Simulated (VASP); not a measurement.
Here is a VASP 6.6.1 calculation.

Contents of INCAR:

```
PREC     = Accurate       # precision mode
ENCUT    = 520            # plane-wave cutoff, eV
EDIFF    = 1E-7           # SCF threshold, eV
ISMEAR   = 0              # smearing method
SIGMA    = 0.1            # smearing width, eV
LREAL    = False          # projectors in reciprocal space
LASPH    = True           # aspherical terms in the spheres
NELM     = 80             # most SCF steps
ALGO     = Normal         # electronic algorithm
ISIF     = 2              # what is computed and relaxed
LWAVE    = False          # write WAVECAR
LCHARG   = False          # write CHGCAR
GGA      = PE             # functional
NELECT   = 41.0         
NBANDS   = 28             # bands
```

File KPOINTS:

```
Automatic mesh
0
Gamma
  4 4 2
```

POSCAR

```
MgSn2N2
1.0
    3.3605490000      0.0000000000      0.0000000000
    0.0000000000      3.3605490000      0.0000000000
    0.0000000000      0.0000000000      8.1883940000
Mg Sn N
1 2 2
Direct
    0.5000000000      0.5000000000      0.0000000000
    0.0000000000      0.0000000000      0.6921370000
    0.0000000000      0.0000000000      0.3078630000
    0.0000000000      0.5000000000      0.1526980000
    0.5000000000      0.0000000000      0.8473020000
```

Potentials or basis: VASP PAW PBE potentials, release 64 (Mg, Sn_d, N).

Command:

```sh
$ cat potpaw_PBE.64/Mg/POTCAR potpaw_PBE.64/Sn_d/POTCAR potpaw_PBE.64/N/POTCAR > POTCAR
$ mpirun -np 1 vasp_std > vasp.out
```

Problem. Estimate the band gap on the k mesh.

Solution. None (metal or under the smearing width).

Problem. Estimate the largest force.

Solution. 1.334 eV/Å.

Forces on the atoms (eV/Å):
```
Mg   0.000  0.000  0.000
Sn   0.000  0.000 -0.051
Sn   0.000  0.000  0.051
N    0.000  0.000 -1.334
N    0.000  0.000  1.334
```

Caveat: the k mesh is coarse (spacing up to 0.47 Å⁻¹), so the values aren't converged; the cell carries a net charge on a neutralising background, which shifts energy and pressure; the cell is charged against a uniform background, so pressure and absolute levels hang on convention; forces of over 1 eV/Å show positions far from the minimum, so gaps and moduli don't describe the material at rest.
